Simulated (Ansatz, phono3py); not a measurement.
# BaO (Fm-3m): lattice thermal conductivity, part 2 of 4

Aim: the lattice thermal conductivity of BaO against temperature, and which phonons carry it.

Experimental results on record:
- thermal conductivity 2.3 W/m/K near room temperature (given in “Combining the AFLOW GIBBS and Elastic Libraries to efficiently and robustly screen thermo-mechanical properties of solids”, 2017, arXiv:1611.05714)
- thermal conductivity 2.3 W/m/K near room temperature (given in “Predicting the lattice thermal conductivity of solids by solving the Boltzmann transport equation: AFLOW - AAPL an automated, accurate and efficient framework”, 2017, arXiv:1611.05481)

Ansatz 0.2.0; DFT LDA, scalar-relativistic, plane waves, PAW; PAW set soft_1.

So far. Step 2 (A first coarse run): The start is under -2.8 GPa at this level and looks like an insulator or semiconductor on this mesh. Step 4 (Relaxing to small residual forces and stress): The residual pressure is -0.0040 GPa, small enough for phonons. The relaxed cell has a = 5.434 Å (conventional setting).

The database entry behind the starting cell differs from later determinations by our own check (about 0.7 % short), so it need not match the best structure at ambient conditions.

### Step 6. Third-order constants on small settings

A small supercell and a short cutoff cost little, and show how far such settings carry.

File input.yaml:

```yaml
crystal:
  lattice:
    - [0.0, 2.7170914796, 2.7170914796]
    - [2.7170914796, 0.0, 2.7170914796]
    - [2.7170914796, 2.7170914796, 0.0]
  atoms:
    - { symbol: Ba, position: [0.0, 0.0, 0.0] }
    - { symbol: O, position: [0.5, 0.5, 0.5] }
kpoints:
  mp_grid: { grid: [8, 8, 8] }
hamiltonian:
  xc: lda
  pseudopotentials: { kind: paw, azcp: { folder: soft_1 }, xc_functional: pbe }
scf:
  occupations: { method: fixed }
  lower_state_search: "off"
output:
  eigenvalues: true
phonons:
  method: fd
  dielectric: true
  qmesh: [4, 4, 4]
  temperatures: { t_max: 1000, t_step: 50 }
  qpath:
    path:
      - [[0.0, 0.0, 0.0], [0.5, 0.0, 0.5], [0.625, 0.25, 0.625]]
      - [[0.375, 0.375, 0.75], [0.0, 0.0, 0.0], [0.5, 0.5, 0.5], [0.5, 0.25, 0.75], [0.5, 0.0, 0.5]]
    npoints: 10
  third_order: { supercell: [2, 2, 2], pair_cutoff: 2.867 }
  lattice_thermal_conductivity:
    qmesh: [11, 11, 11]
    temperatures: [50.0, 100.0, 150.0, 200.0, 300.0, 400.0, 500.0, 600.0, 800.0, 1000.0]
    isotope_mass_variance:
      - { species: Ba, variance: 6.237e-05 }
      - { species: O, variance: 3.359e-05 }
```

On the command line:

```console
$ ansatz run input.yaml --threads 8 --pin off --max-ram 19456MiB --backend cpu --events-out ev --progress --plain --runs-dir out
```

Numbers of over 12 decimals in the logs are rounded to 6 here.

The program printed:

```text
Warning: phonons.dielectric: true without phonons.rigid_motions: the static dielectric tensor ε⁰ will be withheld (ε∞, Z* and the rows of modes are given); for a crystal or a slab, whose only rigid motions are the translations, set phonons.rigid_motions: translations
[...]
Crystal: 8 atoms, lattice volume = 160.473 Å³
Basis set: ecut = 420 eV, 3089 PW (Γ), FFT grids on a1, a2, −a1+2a2+a3
Bands: 40, of which v1, the nominal top of the filled ones, is band 32 counted from 1 (31 counted from 0)
Symmetry: 16 space group operations
k-points: 42 of 128
[...]
SCF iter   1: F=—  HF=-25350.909230 eV  |F-HF|=—  |Δ(HF+E_count)|=         —  Δρ=1.23e-7  dr2=3.02e-11  ethr=1.00e-12  ⟨swp⟩=3.0  Hψ=4576  notcnv=0
[...]
SCF iter   2: F=-25350.909230 eV  HF=-25350.909230 eV  |F-HF|=7.28e-12  |Δ(HF+E_count)|=  1.46e-11  Δρ=8.16e-8  dr2=6.26e-12  ethr=1.00e-12  ⟨swp⟩=4.0  Hψ=4960  notcnv=0
SCF 1 converged in 2 iterations: F = -25350.909230 eV  dr2 = 6.26e-12
[...]
Crystal: 2 atoms, lattice volume = 40.118 Å³
Basis set: ecut = 420 eV, 749 PW (Γ), exchange–correlation on 54×54×54 points (8 copies of the dense FFT grid, shifted against one another)
Bands: 12, of which v1, the nominal top of the filled ones, is band 8 counted from 1 (7 counted from 0)
Symmetry: 48 space group operations
k-points: 59 of 512 (irreducible under 8 space group operations, time reversal used)
[...]
SCF iter   7: F=-6337.727308 eV  HF=-6337.727308 eV  |F-HF|=6.91e-11  |Δ(HF+E_count)|=  3.27e-11  Δρ=4.49e-7  dr2=7.28e-11  ethr=1.00e-12  ⟨swp⟩=6.7  Hψ=3949  notcnv=0
SCF 2 converged in 7 iterations: F = -6337.727308 eV  dr2 = 7.28e-11
[...]
DFPT response loops at Γ: preconditioner auto → none (the input reference at scf.mixing.eps_inf says where Resta's filter doesn't serve); β = 0.50; Broyden in place of MSR1
Symmetry: 2 space group operations
k-points: 42 of 128 (time reversal used)
[...]
SCF iter   8: F=-25350.909213 eV  HF=-25350.909213 eV  |F-HF|=1.09e-11  |Δ(HF+E_count)|=  1.46e-11  Δρ=3.09e-8  dr2=1.56e-12  ethr=1.00e-12  ⟨swp⟩=5.0  Hψ=6844  notcnv=0
SCF 3 converged in 8 iterations: F = -25350.909213 eV  dr2 = 1.56e-12
[...]
Symmetry: 1 space group operations
k-points: 68 of 128 (time reversal used)
[...]
SCF iter   8: F=-25350.909218 eV  HF=-25350.909218 eV  |F-HF|=1.09e-11  |Δ(HF+E_count)|=  1.09e-11  Δρ=2.52e-8  dr2=1.21e-12  ethr=1.00e-12  ⟨swp⟩=5.0  Hψ=11102  notcnv=0
SCF 4 converged in 8 iterations: F = -25350.909218 eV  dr2 = 1.21e-12
[...]
SCF iter   8: F=-25350.909221 eV  HF=-25350.909221 eV  |F-HF|=3.64e-12  |Δ(HF+E_count)|=    0.00e0  Δρ=1.59e-8  dr2=3.92e-13  ethr=1.00e-12  ⟨swp⟩=4.9  Hψ=7236  notcnv=0
SCF 5 converged in 8 iterations: F = -25350.909221 eV  dr2 = 3.92e-13
[...]
SCF iter   4: F=-25350.909221 eV  HF=-25350.909221 eV  |F-HF|=3.64e-12  |Δ(HF+E_count)|=  7.28e-12  Δρ=6.15e-8  dr2=3.74e-12  ethr=1.00e-12  ⟨swp⟩=4.0  Hψ=7065  notcnv=0
SCF 6 converged in 4 iterations: F = -25350.909221 eV  dr2 = 3.74e-12
[...]
SCF iter   8: F=-25350.909221 eV  HF=-25350.909221 eV  |F-HF|=7.28e-12  |Δ(HF+E_count)|=  1.46e-11  Δρ=2.33e-8  dr2=5.53e-13  ethr=1.00e-12  ⟨swp⟩=4.4  Hψ=11813  notcnv=0
SCF 7 converged in 8 iterations: F = -25350.909221 eV  dr2 = 5.53e-13
[...]
SCF iter   4: F=-25350.909221 eV  HF=-25350.909221 eV  |F-HF|=1.46e-11  |Δ(HF+E_count)|=    0.00e0  Δρ=6.29e-8  dr2=3.30e-12  ethr=1.00e-12  ⟨swp⟩=4.0  Hψ=11354  notcnv=0
SCF 8 converged in 4 iterations: F = -25350.909221 eV  dr2 = 3.30e-12
Basis set: ecut = 420 eV, 3107 PW (Γ), FFT grids on a1, a2, −2a1−2a2+a3
Symmetry: 32 space group operations
k-points: 38 of 128
SCF iter   1: F=—  HF=-25350.909228 eV  |F-HF|=—  |Δ(HF+E_count)|=         —  Δρ=1.18e-7  dr2=2.79e-11  ethr=1.00e-12  ⟨swp⟩=3.0  Hψ=4137  notcnv=0
[...]
SCF 9 converged in 2 iterations: F = -25350.909228 eV  dr2 = 5.78e-12
[...]
SCF 10 converged in 8 iterations: F = -25350.909215 eV  dr2 = 1.51e-12
[...]
SCF iter   1: F=—  HF=-25350.909225 eV  |F-HF|=—  |Δ(HF+E_count)|=         —  Δρ=1.18e-4  dr2=9.81e-6  ethr=2.25e-8  ⟨swp⟩=2.1  Hψ=9869  notcnv=0  defer=208
[...]
SCF iter   2: F=—  HF=-50701.815481 eV  |F-HF|=—  |Δ(HF+E_count)|=   1.34e-3  Δρ=6.97e-4  dr2=1.39e-3  ethr=4.82e-6  ⟨swp⟩=2.0  Hψ=3747  notcnv=0  defer=501
[...]
SCF iter   9: F=-50701.814984 eV  HF=-50701.814984 eV  |F-HF|=4.80e-10  |Δ(HF+E_count)|=  5.82e-11  Δρ=4.41e-7  dr2=5.50e-10  ethr=1.00e-12  ⟨swp⟩=4.0  Hψ=8629  notcnv=0
SCF 40 converged in 9 iterations: F = -50701.814984 eV  dr2 = 5.50e-10
[...]
SCF iter   8: F=-50701.815027 eV  HF=-50701.815027 eV  |F-HF|=1.53e-10  |Δ(HF+E_count)|=  3.13e-10  Δρ=4.52e-7  dr2=6.20e-10  ethr=1.00e-12  ⟨swp⟩=2.9  Hψ=6667  notcnv=0
SCF 41 converged in 8 iterations: F = -50701.815027 eV  dr2 = 6.20e-10
[...]
SCF iter   8: F=-50701.814941 eV  HF=-50701.814941 eV  |F-HF|=2.91e-11  |Δ(HF+E_count)|=   1.00e-9  Δρ=1.76e-7  dr2=1.15e-10  ethr=1.00e-12  ⟨swp⟩=4.0  Hψ=6230  notcnv=0
SCF 42 converged in 8 iterations: F = -50701.814941 eV  dr2 = 1.15e-10
[...]
SCF iter   9: F=-50701.814863 eV  HF=-50701.814863 eV  |F-HF|=6.11e-10  |Δ(HF+E_count)|=  2.91e-11  Δρ=4.96e-7  dr2=7.02e-10  ethr=1.00e-12  ⟨swp⟩=4.0  Hψ=8669  notcnv=0
SCF 43 converged in 9 iterations: F = -50701.814863 eV  dr2 = 7.02e-10
[...]
SCF iter   8: F=-50701.814956 eV  HF=-50701.814956 eV  |F-HF|=2.18e-11  |Δ(HF+E_count)|=  4.37e-10  Δρ=2.21e-7  dr2=1.75e-10  ethr=1.00e-12  ⟨swp⟩=2.7  Hψ=6632  notcnv=0
SCF 44 converged in 8 iterations: F = -50701.814956 eV  dr2 = 1.75e-10
[...]
SCF iter   9: F=-50701.814978 eV  HF=-50701.814978 eV  |F-HF|=6.55e-10  |Δ(HF+E_count)|=  8.73e-11  Δρ=5.14e-7  dr2=7.55e-10  ethr=1.00e-12  ⟨swp⟩=4.0  Hψ=8683  notcnv=0
SCF 45 converged in 9 iterations: F = -50701.814978 eV  dr2 = 7.55e-10
[...]
SCF iter   9: F=-50701.814858 eV  HF=-50701.814858 eV  |F-HF|=3.49e-10  |Δ(HF+E_count)|=  2.91e-11  Δρ=3.87e-7  dr2=4.20e-10  ethr=1.00e-12  ⟨swp⟩=4.0  Hψ=8642  notcnv=0
SCF 46 converged in 9 iterations: F = -50701.814858 eV  dr2 = 4.20e-10
[...]
SCF iter   8: F=-50701.814752 eV  HF=-50701.814752 eV  |F-HF|=2.18e-11  |Δ(HF+E_count)|=  9.53e-10  Δρ=1.72e-7  dr2=1.15e-10  ethr=1.00e-12  ⟨swp⟩=4.0  Hψ=6208  notcnv=0
SCF 47 converged in 8 iterations: F = -50701.814752 eV  dr2 = 1.15e-10
SCF converged after 2 iterations
Free energy (F): -25350.909230 eV
[...]
Internal energy: -25350.909230 eV  (E = F + TS)
E sigma→0 (E₀):  -25350.909230 eV
Fermi energy:    9.022592 eV
[...]
--- Band table (eV; the first three rows and the last of 42) ---
  k-point 0: bands = [... 28 lower, 8.1311, 8.3796, 8.3796, 8.3796, 12.4034, 12.4034, 12.6194, 13.6561, ... 4 higher]
  k-point 1: bands = [... 28 lower, 8.1997, 8.1997, 8.4460, 8.4460, 12.5494, 12.5494, 13.6241, 13.6241, ... 4 higher]
  k-point 2: bands = [... 28 lower, 8.0686, 8.3775, 8.3775, 8.8428, 12.1977, 12.8450, 12.9295, 13.3298, ... 4 higher]
  k-point 41: bands = [... 28 lower, 8.4832, 8.4832, 8.7722, 8.7722, 11.1795, 11.1795, 13.6995, 13.6995, ... 4 higher]
--- Phonons: 18 displaced members + 5 references (amplitude of the first 0.0025 Å, Σ member SCF iterations 128) ---
  ASR residual: 5.072e-4 → 0.000e0 eV/Å²; symmetrization residual: 4.398e-5 eV/Å²
  largest component of a force at the reference: 1.1e-22 eV/Å
  ASR residual per site (eV/Å²): 6.92e-6 5.07e-4
  Γ frequencies (cm⁻¹): 0.00 0.00 0.00 83.24 83.24 83.24
  Unit cell's response to a homogeneous field, on a k mesh of 8×8×8: 1 representative field direction (Σ response iterations 7)
  ε∞ (high-frequency dielectric tensor):
        4.280935    -0.000000     0.000000
        0.000000     4.280935    -0.000000
        0.000000     0.000000     4.280935
  ε⁰ (static dielectric tensor): not given — the deck does not say what the cell's rigid motions are, and on a molecule in a box or a wire the rigid rotations would enter the sum over the modes at Γ. For a crystal or a slab, whose only rigid motions are the translations, set phonons.rigid_motions: translations.
  Born effective charges Z* (e; rows j = field, columns β = displacement):
    site 0:
         2.79774    0.00000   -0.00000
        -0.00000    2.79774    0.00000
         0.00000    0.00000    2.79774
    site 1:
        -2.79774   -0.00000    0.00000
         0.00000   -2.79774   -0.00000
         0.00000   -0.00000   -2.79774
  Z* charge neutrality: 6.554e-6 e pre-enforcement
  k-mesh period / interband length: 30.7 Å / 1.47 Å = 20.91 at k = (0.0000, 0.0000, 0.0000), direct gap 4.240 eV — 14 or more, which is no proof of convergence
  optical modes at Γ without the LO–TO term, one row a degenerate level:
      ω (cm⁻¹)  modes    IR ((D/Å)²/amu)
         83.24      3            37.8064
  optical modes at Γ + LO–TO along q̂ = [1.0000, 0.0000, 0.0000]:
      ω (cm⁻¹)  modes    IR ((D/Å)²/amu)
         83.24      2            25.2043
        404.27      1            12.6021
  optical modes at Γ + LO–TO along q̂ = [0.0000, 1.0000, 0.0000]:
      ω (cm⁻¹)  modes    IR ((D/Å)²/amu)
         83.24      2            25.2043
        404.27      1            12.6021
  optical modes at Γ + LO–TO along q̂ = [0.0000, 0.0000, 1.0000]:
      ω (cm⁻¹)  modes    IR ((D/Å)²/amu)
         83.24      2            25.2043
        404.27      1            12.6021
--- Phonons (by wavevector): 8 wavevectors in 5 supercells ---
  supercell 1 (4 cells, vectors [1, 0, 0], [0, 2, -1], [0, -4, 4] in multiples of the cell's): 6 displaced members by 0.0025 Å; free energy -25350.909230 eV; taken off its force constants: by the sum rule 2.2e-4, by the symmetrisation 3.1e-5 eV/Å²
  symmetry images taken by strict's conditions (phonons.symmetry_images: auto; settled by no image being taken that strict refuses)
[...]
q = [0.0000, 0.0000, 0.0000] (star 1, supercell 1; hermiticity 8.05e-17, symmetrization 5.42e-7): -0.00 0.00 0.00 83.24 83.24 83.24
[...]
joined force constants: q→R imaginary residual 8.91e-19
  density of states and harmonic sums: on the 20×20×20 q-mesh, interpolated from the force constants of a 4×4×4 supercell (with the dipole–dipole term)
  largest difference from the sums on the solved wave vectors: F 8.21e-3 eV, S 1.23e-5 and C_V 3.97e-6 eV/K
  zero-point energy: 0.058556 eV/cell   skipped modes (ω ≤ 0): 3   left out of the sums: 6.25e-5 of the cell's modes: C_V's classical limit lies that fraction below 3 k_B per atom; for a crystal, a wire or a layer, F and S can be off by more, and a phonons.interpolated_qmesh denser along its periods is the remedy for the sampling
--- Third-order force constants: 22 member SCFs in a 2×2×2 supercell (pair cutoff 2.867 Å, amplitude 0.03 Å, SCF threshold 1.00e-9 eV, Σ member SCF iterations 181) ---
[...]
38 force-constant blocks with the first atom in the home cell, fitted with 6 parameters over 4 symmetry orbits; no atom triplet left out
  sum-rule residual: 1.835e0 → 8.882e-16 eV/Å³; symmetrization residual: 7.917e-3 eV/Å³; largest sum-rule correction relative to its orbit: 1.615e-1, on the orbit of the block of home site 0 with site 1 of cell (-1, -1, 0) and site 0 of cell (0, 0, 0), whose norm before the correction was 8.386e0 eV/Å³
--- Lattice thermal conductivity: 11×11×11 mesh (56 irreducible points), tetrahedron method ---
  three-phonon and isotope scattering only; four-phonon, boundary and, in a metal, phonon-electron scattering are left out
  each conductivity is what the modes' populations carry and what the coherences between them add
  conductivity (a third of the tensor's trace), W/(m K), in the relaxation-time approximation and from the full solution:
       T (K)   relaxation time   full solution  iterations             ending  least Ritz value
       50.00           37.2411         39.7615           8          converged          5.126e-1
      100.00           15.9550         16.7256           8          converged          4.973e-1
      150.00           11.3567         11.8579           8          converged          4.956e-1
      200.00            9.0727          9.4631           8          converged          4.953e-1
      300.00            6.5530          6.8295           8          converged          4.951e-1
      400.00            5.1573          5.3712           8          converged          4.950e-1
      500.00            4.2722          4.4462           8          converged          4.950e-1
      600.00            3.6630          3.8094           8          converged          4.949e-1
      800.00            2.8820          2.9929           8          converged          4.949e-1
     1000.00            2.4044          2.4936           8          converged          4.949e-1
```

It took 3.8 min on 8 threads of Arm Neoverse V1, shared host; peak memory 1.7 GiB.

This step gave:

| Quantity | Value |
| --- | --- |
| Γ frequencies | 0, 0, 0, 83.24, 83.24, 83.24 cm⁻¹ (negative: imaginary) |
| lowest frequency on the path | 0 cm⁻¹ |
| zero-point energy | 0.05856 eV/cell |
| point group | m-3m |
| highest frequency | 404.3 cm⁻¹ |
| Debye temperature from the second moment | 336 K |
| κ at 300 K (relaxation time) | 6.553 W/m/K |
| κ at 300 K (full solution) | 6.83 W/m/K |
| dipole term | run |
| mean free path at half of κ | 20.5 nm |
| share of κ above the three lowest branches | 0.245 |
| third-order blocks | 38 |
| periodic aliases dropped | 0 |
| largest relative sum-rule correction | 0.1615 |
| displaced cells, third order | 22 |

W/m/K. Kappa, by row:

```csv
T (K),RTA xx,RTA yy,RTA zz,full xx,full yy,full zz,coherence part xx,coherence part yy,coherence part zz,ending,iterations,least Ritz value
50,37.24,37.24,37.24,39.76,39.76,39.76,0.04474,0.04474,0.04474,converged,8,0.513
100,15.95,15.95,15.95,16.73,16.73,16.73,0.1004,0.1004,0.1004,converged,8,0.497
150,11.36,11.36,11.36,11.86,11.86,11.86,0.1294,0.1294,0.1294,converged,8,0.496
200,9.073,9.073,9.073,9.463,9.463,9.463,0.15,0.15,0.15,converged,8,0.495
300,6.553,6.553,6.553,6.83,6.83,6.83,0.1831,0.1831,0.1831,converged,8,0.495
400,5.157,5.157,5.157,5.371,5.371,5.371,0.2102,0.2102,0.2102,converged,8,0.495
500,4.272,4.272,4.272,4.446,4.446,4.446,0.2328,0.2328,0.2328,converged,8,0.495
600,3.663,3.663,3.663,3.809,3.809,3.809,0.2517,0.2517,0.2517,converged,8,0.495
800,2.882,2.882,2.882,2.993,2.993,2.993,0.2815,0.2815,0.2815,converged,8,0.495
1000,2.404,2.404,2.404,2.494,2.494,2.494,0.304,0.304,0.304,converged,8,0.495
```

This rung gives 6.55 W/(m K) at 300 K by relaxation time, but with 16 atoms, 1 neighbour distance inside the cutoff and a 11×11×11 mesh it is a test, not the conductivity of the crystal.

(Continued in part 3 of 4.)

[Logs are printed without paths, hosts, clocks, repeated set-up lines and the standing remarks that a program may print on its own settings, such as how far it seeks lower states.]

[Hosts, paths, dates, database ids (printed as entryN), source tags and the programs' standing remarks are cut or masked in the printed files.]

[A step with changed settings may run another functional than the one named; its input shows which.]
